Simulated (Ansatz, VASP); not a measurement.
## Hf in VASP and in Ansatz

```
Hf
1.0
     0.00000    2.24400    2.24400
     2.24400    0.00000    2.24400
     2.24400    2.24400    0.00000
Hf
1
Direct
  0.00000 0.00000 0.00000
```

Alike in both runs: task single point; functional PBE; k mesh 4 × 4 × 4; occupations fermi-dirac, width 0.15 eV; non-collinear spin, spin-orbit coupling.

|  | VASP | Ansatz |
| --- | --- | --- |
| version | VASP 6.6.1 | Ansatz 0.2.0 development build |
| potentials or method | VASP PAW PBE potentials, release 64 (Hf_pv) | plane waves, norm-conserving pseudopotentials |
| plane-wave cutoff (eV) | 520 | 789 |
| valence electrons in the cell | 10 | 12 |

```tsv
	VASP	Ansatz	Ansatz less VASP
net moment per atom (μB)	0.00	0.00	0.000
```

The two sets of potentials don't hold the same shells in valence.

Caveats: the k mesh is coarse (spacing up to 0.61 Å⁻¹), so the values aren't converged.
